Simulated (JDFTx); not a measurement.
## Si2Ni: equation of state with PBE

Crystal: Si2Ni.

```
Ni Si
1.0
     0.00000    2.70300    2.70300
     2.70300    0.00000    2.70300
     2.70300    2.70300    0.00000
Ni Si
1 2
Cartesian
  0.0000 0.0000 0.0000
  4.0545 4.0545 4.0545
  1.3515 1.3515 1.3515
```

```json
{"Program": "JDFTx 1.7.0 (patched build)", "Task": "equation of state", "Functional": "PBE", "Potentials or basis": "PseudoDojo-SR-PBE-0.5-standard", "Cutoff": "1333 eV", "Density cutoff": "10667 eV", "k mesh": "9 × 9 × 9", "Occupations": "fermi-dirac, width 0.05 eV", "Spin": "collinear spin, ferromagnetic start", "Starting moments": "[1.0, 0.0, 0.0] μB"}
```

```
Equilibrium volume                      : 13.51 Å³/atom
Bulk modulus                            : 145 GPa
Pressure derivative of the bulk modulus : 3.8
```

Energy against volume, from the lowest point:
| volume (Å³/atom) | energy (meV/atom) |
| --- | --- |
| 12.376 | 49.00 |
| 12.639 | 27.82 |
| 12.902 | 12.97 |
| 13.166 | 3.87 |
| 13.429 | 0.00 |
| 13.692 | 0.90 |
| 13.956 | 6.15 |

PBE usually gives volumes a little too large and moduli too small. Zero-point motion and thermal expansion aren't in these numbers.
